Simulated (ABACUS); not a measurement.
Here is an ABACUS 3.10.1 calculation.

INPUT

```
INPUT_PARAMETERS
suffix              Fe
calculation         cell-relax
basis_type          lcao
pseudo_dir          ./
orbital_dir         ./
symmetry            1
dft_functional      scan
ecutwfc             100
pseudo_rcut         10
nspin               2
nbands              14
ks_solver           genelpa
smearing_method     fd
smearing_sigma      0.00367493
scf_thr             1e-07
scf_nmax            100
mixing_type         broyden
mixing_beta         0.4
cal_force           1
cal_stress          1
mixing_tau          1
out_mul             1
relax_nmax          60
force_thr_ev        0.005
relax_method        cg
out_stru            1
stress_thr          0.2
```

The input STRU:

```
ATOMIC_SPECIES
Fe 55.8450 Fe_ONCV_PBE-1.2.upf

NUMERICAL_ORBITAL
Fe_confined-atom_7au_3s2p2d1f.orb

LATTICE_CONSTANT
1.8897261246

LATTICE_VECTORS
-1.4430000000 1.4430000000 1.4430000000
1.4430000000 -1.4430000000 1.4430000000
1.4430000000 1.4430000000 -1.4430000000

ATOMIC_POSITIONS
Cartesian

Fe
0.0
1
0.0000000000 0.0000000000 0.0000000000 1 1 1 mag 3
```

The input KPT:

```
K_POINTS
0
Gamma
10 10 10 0 0 0
```

Potentials or basis: SG15 ONCV 1.2 PBE, DZP LCAO (the cutoffs set its grid).

Run with:

```sh
$ OMP_NUM_THREADS=1 mpirun -np 4 abacus > log
```

(1) What does it give for the site moments?

(2) What does it give for the net moment?

(3) What does it give for the relaxed volume?

(4) Estimate the relaxed cell.

Results:

(1) Fe +2.81 μB.

(2) 2.81 μB per cell.

(3) 12.03 Å³/atom.

(4) a = 2.500 Å, b = 2.500 Å, c = 2.500 Å, α = 109.47°, β = 109.47°, γ = 109.47°.

Caveat: the atomic orbitals were generated for these runs and aren't a published set; the potentials were made for another functional, which shifts forces and pressure; the basis of atomic orbitals isn't converged, which shifts pressures, moduli and gaps.
